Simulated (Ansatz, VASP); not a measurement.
**BN: VASP beside Ansatz**

File INCAR:

```
PREC = Accurate
ENCUT = 520
EDIFF = 1E-6
ISMEAR = -1
SIGMA = 0.02
LREAL = False
LASPH = True
NELM = 60
ALGO = Normal
ISIF = 2
LWAVE = False
LCHARG = False
GGA = PE
NBANDS = 16
```

Contents of KPOINTS:

```
regular mesh
0
Gamma
  11 11 4
```

POSCAR

```
BN
1.0
    2.4701498301      0.0000000000      0.0000000000
   -1.2350749151      2.1392125040      0.0000000000
    0.0000000000      0.0000000000      6.5711727478
B N
2 2
Direct
    0.3333333333      0.6666666667      0.2500000000
    0.6666666667      0.3333333333      0.7500000000
    0.3333333333      0.6666666667      0.7500000000
    0.6666666667      0.3333333333      0.2500000000
```

Input for Ansatz:

```yaml
crystal:
  lattice:
    - [2.4701498301, 0.0, 0.0]
    - [-1.2350749151, 2.139212504, 0.0]
    - [0.0, 0.0, 6.5711727478]
  atoms:
    - { symbol: B, position: [0.3333333333, 0.6666666667, 0.25] }
    - { symbol: B, position: [0.6666666667, 0.3333333333, 0.75] }
    - { symbol: "N", position: [0.3333333333, 0.6666666667, 0.75] }
    - { symbol: "N", position: [0.6666666667, 0.3333333333, 0.25] }
kpoints:
  mp_grid: { grid: [11, 11, 4] }
  band_path:
    path:
      - [0.0, 0.0, 0.0]
      - [0.5, 0.0, 0.0]
      - [0.3333333333, 0.3333333333, 0.0]
      - [0.0, 0.0, 0.0]
      - [0.0, 0.0, 0.5]
      - [0.5, 0.0, 0.5]
      - [0.3333333333, 0.3333333333, 0.5]
      - [0.0, 0.0, 0.5]
      - [0.5, 0.0, 0.5]
    npoints: 5
scf:
  occupations: { method: fermi_dirac, width: 0.02 }
hamiltonian:
  xc: pbe
  pseudopotentials: { kind: all_electron, lapw: { basis_error: 0.001 } }
output:
  forces: true
  stress: true
  eigenvalues: true
```

Change from the starting cell: volume scaled by 0.96.

Alike in both runs: task single point; functional PBE; k mesh 11 × 11 × 4; occupations fermi-dirac, width 0.02 eV; no spin polarisation.

```csv
,VASP,Ansatz
version,VASP 6.6.1,Ansatz 0.2.0
potentials or method,"VASP PAW PBE potentials, release 64 (B, N)","all-electron LAPW, scalar-relativistic"
plane-wave cutoff (eV),520,see its input
```

```tsv
	VASP	Ansatz	Ansatz less VASP
gap on the k mesh at the Fermi level (eV)	4.38	4.39	0.000
pressure (GPa)	14.3	14.2	-0.11
largest component of the traceless stress (GPa)	10.97	10.70	-0.272
```

Ansatz ran all-electron here, so the differences hold the error of VASP's frozen core and of both bases.

Caveats: an odd mesh through Γ misses points on the zone boundary, where band edges often lie; this functional lacks dispersion, which binds the layers, so the pressure and a relaxed spacing across them are unreliable.
